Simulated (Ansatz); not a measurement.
**Lattice dynamics at Γ of PbF2 (fluorite)**

Perturbation theory with PBEsol in the plane-wave code Ansatz on the PBEsol cell, ground state and force constants on a 6×6×6 mesh. Calculated for a static, non-magnetic cell.

The symmetry is Fm-3m (No. 225, cubic); a = 5.899 Å in the conventional setting, 17.11 Å³ an atom. Pb is surrounded by 8 F at 2.55 Å; F is surrounded by 4 Pb at 2.55 Å.

```
Pb F
1.0
     0.00000    2.94948    2.94948
     2.94948    0.00000    2.94948
     2.94948    2.94948    0.00000
Pb F
1 2
Direct
  0.00000 0.00000 0.00000
  0.25000 0.25000 0.25000
  0.75000 0.75000 0.75000
```

Optical modes without the longitudinal term:

| ω (cm⁻¹) | degeneracy | IR intensity, summed over the level ((D/Å)²/amu) |
| --- | --- | --- |
| 110 | 3 | 22.32 |
| 248 | 3 | 0.00 |

The zone-centre optical frequencies run from 110 to 248 cm⁻¹, none imaginary (the rest of the zone wasn't tested). With the long-range field the highest mode reaches 321 cm⁻¹. Of the real levels 1 is infrared active, the strongest at 110 cm⁻¹.

The electronic dielectric tensor ε∞ is 3.40 in all directions. With the ions relaxed, ε⁰ is 29.2 in all directions. Born charges, averaged over directions: Pb +3.22, F -1.61 e.

With one polar mode in a cubic crystal the Lyddane-Sachs-Teller relation applies: (ω_LO/ω_TO)² = (320.7/109.5)² = 8.576, and ε⁰/ε∞ = 29.190/3.404 = 8.576. The refractive index √ε∞ is 1.84.

For comparison, on the r2SCAN cell the mean ε∞ is 3.18 with r2SCAN (ground state on 6×6×6; least gap 4.93 eV), 3.33 with PBE (ground state on 6×6×6; least gap 4.42 eV).

Spin-orbit coupling is left out; in compounds of Pb, Bi, Tl or Hg it can lower a gap by up to about 1 eV, split its edges or invert the bands.
